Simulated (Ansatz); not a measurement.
# SrO (Fm-3m) in Ansatz: settings compared, part 2 of 2

Ansatz 0.2.0. Earlier steps stand in the parts before.

### 5 Relaxation of cell and atoms, PBEsol

Contents of input.yaml:

```yaml
crystal:
  lattice:
    - [0.0, 2.5663, 2.5663]
    - [2.5663, 0.0, 2.5663]
    - [2.5663, 2.5663, 0.0]
  atoms:
    - { symbol: Sr, position: [0.5, 0.5, 0.5] }
    - { symbol: O, position: [0.0, 0.0, 0.0] }
hamiltonian:
  xc: pbesol
  pseudopotentials: { kind: paw }
kpoints:
  mp_grid: { grid: [9, 9, 9] }
scf:
  occupations: { method: fermi_dirac, width: 0.05 }
output:
  forces: true
  stress: true
  write_density: true
  write_potential: true
  elf: true
  volumetric_format: npy
relax:
  f_tol: 0.01
  max_steps: 40
  cell: { stress_tol: 0.05 }
```

Potentials or basis: Ansatz PAW.

Started as:

```
$ ansatz run input.yaml --threads 2 --pin off --max-ram 5632MiB --backend cpu --events-out ev --progress --plain --runs-dir out
```

Standard output:

```text
Warning: RAYON_NUM_THREADS=2 ignored (pool sized by the plan → 2); use --threads N
Engine: ansatz 0.2.0, aarch64-unknown-linux-gnu
Pseudopotentials: kind: paw
Pseudopotential: Sr, paw, valence charge 10, recommended cutoff 420 eV (normal), Sr.paw.azcp
Pseudopotential: O, paw, valence charge 6, recommended cutoff 420 eV (normal), O.paw.azcp
Functional definition: PBEsol
  exchange = pbesol_x
  correlation = pbesol_c
Crystal: 2 atoms, lattice volume = 33.803 Å³
Basis set: ecut = 420 eV, 645 PW (Γ), exchange–correlation on 50×50×50 points (8 copies of the dense FFT grid, shifted against one another)
Bands: 12, of which v1, the nominal top of the filled ones, is band 8 counted from 1 (7 counted from 0)
Symmetry: 48 space group operations
Space group: Fm-3m (ITA 225), of the structure as read, at distance tolerance 3.2e-5 Å
k-points: 35 of 729
Non-local potential: Sr, projectors of the file, l = 0: 3, l = 1: 2, l = 2: 2
Non-local potential: O, projectors of the file, l = 0: 2, l = 1: 2, l = 2: 1
PAW form: soft (Blöchl's): semilocal exchange-correlation on the pseudo side does not see the compensation charge
PAW frozen core: Sr, regenerated for the run's functional, and the local potential with it (the file was generated under x = pbe(κ = 0.804, μ = 0.2195149727645171), c = pbe(β = 0.06672455060314922))
PAW frozen core: O, regenerated for the run's functional, and the local potential with it (the file was generated under x = pbe(κ = 0.804, μ = 0.2195149727645171), c = pbe(β = 0.06672455060314922))
PAW one-centre angular grid: Sr, 110 points (default); XC on 64 Gauss nodes
PAW one-centre angular grid: O, 110 points (default); XC on 64 Gauss nodes
Initial density: superposition of atomic densities (neutral atoms: chi_scale 0, normalization atom), corrected by the library's trained network
Initial wavefunctions: pseudopotential atomic-orbital guess
Functional: x = pbesol(κ = 0.804, μ = 0.12345679012345678), c = pbesol(β = 0.046)
SCF iter   1: F=—  HF=-4056.130005 eV  |F-HF|=—  |Δ(HF+E_count)|=         —  Δρ=1.47e-2  dr2=6.89e-2  ethr=1.77e-3  ⟨swp⟩=8.2  Hψ=3288  notcnv=0
preconditioner: auto → none  [insulator: Δε(μ)=3.019 eV  Ē_g=16.021 eV  σ=0.050 eV  W_gap=1.00  n_scr=8 (ndim 8)  ℏωp=23.9 eV  f_vac=0.000  D(μ)=0.00/eV (n_scr^D=0)  ε∞_Penn≈3.2]
SCF iter   2: F=—  HF=-4056.115544 eV  |F-HF|=—  |Δ(HF+E_count)|=   1.45e-2  Δρ=2.37e-3  dr2=2.36e-3  ethr=4.31e-4  ⟨swp⟩=2.1  Hψ=838  notcnv=0
[... 45 lines left out ...]
SCF iter   6: F=-4056.115581 eV  HF=-4056.115581 eV  |F-HF|=1.36e-12  |Δ(HF+E_count)|=  2.27e-12  Δρ=6.32e-9  dr2=1.26e-14  ethr=1.00e-12  ⟨swp⟩=4.3  Hψ=1806  notcnv=0
SCF 4 converged in 6 iterations: F = -4056.115581 eV  dr2 = 1.26e-14
relax step   4: F+E_penalty+E_count = -4056.11558082 eV  Δ(F+E_penalty+E_count) = +4.401e-4 eV  max|allowed force component| = 3.050e-29 eV/Å  Δτ_max = 0.0000 Å  P = -0.028 GPa  Ω = 33.611 Å³  stress off target by 2.84e-2 GPa  SCF on the basis re-selected at this cell (its energy is not comparable with the rows above)  (6 SCF iters)
basis re-selected at this cell: Δ(F+E_penalty+E_count) = +4.401e-4 eV, ΔP = -0.023 GPa vs the last step (what re-selecting the basis moved, of the pressure what is left beyond the Pulay correction that the steps carried, after the strain that the cell walked since its last selection, with what the two solves' SCF thresholds leave and, on support functions, any second-order correction that the steps lacked; it is no measure of the basis error at this ecutwfc). This SCF's stress stands 2.84e-2 GPa from its target on what of the cell is left free (relax.cell.stress_tol is 5.00e-2 GPa) and its largest allowed force component is 3.05e-29 eV/Å (relax.f_tol is 1.00e-2 eV/Å): within both
SCF converged after 6 iterations
Free energy (F): -4056.115581 eV
Harris-Foulkes:  -4056.115581 eV  (|F-HF|=1.36e-12)
Internal energy: -4056.115581 eV  (E = F + TS)
E sigma→0 (E₀):  -4056.115581 eV
Fermi energy:    9.534526 eV
--- Per-component energies (eV) ---
  E_band       = -57.351397
  E_kinetic    = 422.307446
  E_local      = -857.713791  (includes V_loc(G=0)·N_el)
  E_nonlocal   = 251.844019
  E_hartree    = 230.392984
  E_xc         = -246.564963
  E_vxc        = -257.727621  (∫ρ·V_xc dr)
  E_paw        = -2796.430038  (= ΣΔE_a)
  E_vpaw       = -76.849822  (= ΣTr[D̂ρ^β])
  E_aug_tail   = 0.002404  (compensation charges beyond the density's cutoff)
  E_ewald      = -1060.123278
  E_core_change = 0.169635  (= ΣΔE_core)
  E_smearing   = -0.000000  (= −TS)
  E_closure    = -0.000000  (closes the sum)
  Σ components = -4056.115581   (vs F -4056.115581, Δ=0.00e0)
--- Forces (eV/Å), atoms counted from 1 ---
  atom   1  Sr     0.00000000     0.00000000     0.00000000
  atom   2  O     -0.00000000     0.00000000     0.00000000
  max |Σ_I F_I| component: 5.68e-29 eV/Å
--- Stress (GPa, compression-positive) ---
       -0.028402      -0.000000      -0.000000
       -0.000000      -0.028402      -0.000000
       -0.000000      -0.000000      -0.028402
  P = ⅓ Tr σ = -0.0284 GPa (-0.284 kbar)
--- Band table (eV; the first three rows and the last of 35) ---
  k-point 0: bands = ["-24.2416", "-7.0994", "-5.8825", "-5.8825", "-5.8825", "7.8848", "7.8848", "7.8848", "11.8142", "14.1203", "14.1203", "14.1203"]
  k-point 1: bands = ["-24.2244", "-7.3953", "-5.8927", "-5.8927", "-5.6290", "7.5036", "7.7248", "7.7248", "12.3911", "13.9700", "14.3661", "14.3661"]
  k-point 2: bands = ["-24.1806", "-7.9126", "-5.9184", "-5.9184", "-5.2195", "6.7601", "7.3564", "7.3564", "13.6678", "13.8808", "15.0526", "15.0526"]
  k-point 34: bands = ["-24.0503", "-7.8467", "-6.5434", "-6.5336", "-5.3181", "6.7293", "7.3657", "7.4910", "13.4221", "14.4540", "16.6688", "18.9096"]
--- Relaxed structure (3 steps of the walk, 2 accepted, 1 SCFs on fresh bases) ---
  F+E_penalty+E_count = -4056.11558082 eV   max|allowed force component| = 3.050e-29 eV/Å   (the final SCF, on the basis selected at the relaxed cell)
  cell:  # Å, volume = 33.6112 Å³
    - [-1.5286116098686772e-34, 2.5614438244813105, 2.5614438244813105]
    - [2.5614438244813105, -1.5524961662728752e-34, 2.5614438244813105]
    - [2.5614438244813105, 2.5614438244813105, -2.388455640419808e-36]
  atoms:
    - { symbol: Sr, position: [0.49999999999999994, 0.49999999999999994, 0.49999999999999994] }
    - { symbol: O, position: [-5.443498506831575e-49, 5.6656821193553134e-49, 6.776600181974002e-49] }
```

v_z.tsv:

```text
# z_ang	v_es[eV]	v_tot[eV]
# format = ansatz-planar-average/11
# xc	pbesol
# density_cutoff_ev	1680
# datasets	Sr=:simpson_from_first_knot:soft:shift=-676267	O=:simpson_from_first_knot:soft:shift=-234619
# lattice	-0.000000000	2.561443824	2.561443824
# lattice	2.561443824	-0.000000000	2.561443824
# lattice	2.561443824	2.561443824	-0.000000000
# sites	2
# site	38	2.561443824	2.561443824	2.561443824
# site	8	0.000000000	0.000000000	0.000000000
0.000000	6.249850e0	-3.980459e0
0.144897	6.392277e0	-3.813554e0
0.289794	6.758618e0	-3.374912e0
0.434691	7.182332e0	-2.851989e0
0.579589	7.528714e0	-2.424127e0
0.724486	7.610352e0	-2.319006e0
[... 17 lines left out ...]
3.332634	6.758618e0	-3.374912e0
3.477531	6.392277e0	-3.813554e0
```

It took 2.2 s on 2 threads of Arm Neoverse V1, shared host; peak memory 0.29 GiB.

Results:

- Free energy: -4056.1156 eV
- Relaxed volume: 16.81 Å³/atom
- Relaxed cell: a = 3.622 Å, b = 3.622 Å, c = 3.622 Å, α = 60.00°, β = 60.00°, γ = 60.00°
- Space group after relaxing (to 0.05 Å): Fm-3m (No. 225)
- Energy gained by relaxing: 0.2 meV/atom
- Ionic steps: 3
- Pressure after relaxing: 0.0 GPa
- Band gap on the k mesh: 3.25 eV, indirect (least direct gap 3.33 eV)

Step by step:
```
step  energy change (eV)  largest force (eV/Å)  volume (Å³)
   1              0.0000                0.0000        33.80
   2             -0.0008                0.0000        33.61
   3             -0.0004                0.0000        33.61
```

Final structure:
```yaml
crystal:
  lattice:
    - [0.00000, 2.56144, 2.56144]
    - [2.56144, 0.00000, 2.56144]
    - [2.56144, 2.56144, 0.00000]
  atoms:
    - { symbol: Sr, position: [0.50000, 0.50000, 0.50000] }
    - { symbol: O, position: [0.00000, 0.00000, 0.00000] }
```

Caveat: odd divisions of the mesh miss points on the zone boundary, where band edges often lie, so the gap on the mesh can be too wide; the plane-wave basis is chosen anew once the cell has moved, so the energies of steps on either side of that aren't comparable; the pressure holds a Pulay correction of +0.4 GPa for the finite cutoff; the PAW data sets come from PBE, with cores solved anew for the run's functional, which leaves a small shift of forces and pressure. As with any semilocal functional, this PBEsol gap is likely too small.

### 6 The runs side by side

```tsv
task	level	cell	smearing	gap on the mesh (eV)	pressure (GPa)	relaxed volume (Å³/atom)
single point	PBE	as given	gaussian 0.011 eV	3.37	3.3	-
relaxation of cell and atoms	PBE	relaxed	fermi-dirac 0.05 eV	3.38	0.0	17.52
relaxation of cell and atoms	LDA	relaxed	fermi-dirac 0.05 eV	3.18	0.0	16.24
relaxation of cell and atoms	PBEsol	relaxed	fermi-dirac 0.05 eV	3.25	0.0	16.81
```

Alike in all rows: potentials or basis Ansatz PAW; no spin polarisation; k mesh 9 × 9 × 9; cutoff (eV) 420.

Caveats: odd divisions of the mesh miss points on the zone boundary, where band edges often lie, so the gap on the mesh can be too wide; the plane-wave basis is chosen anew once the cell has moved, so the energies of steps on either side of that aren't comparable (some runs); the PAW data sets come from PBE, with cores solved anew for the run's functional, which leaves a small shift of forces and pressure (some runs).

Absolute energies hang on the potentials; compare differences alone.
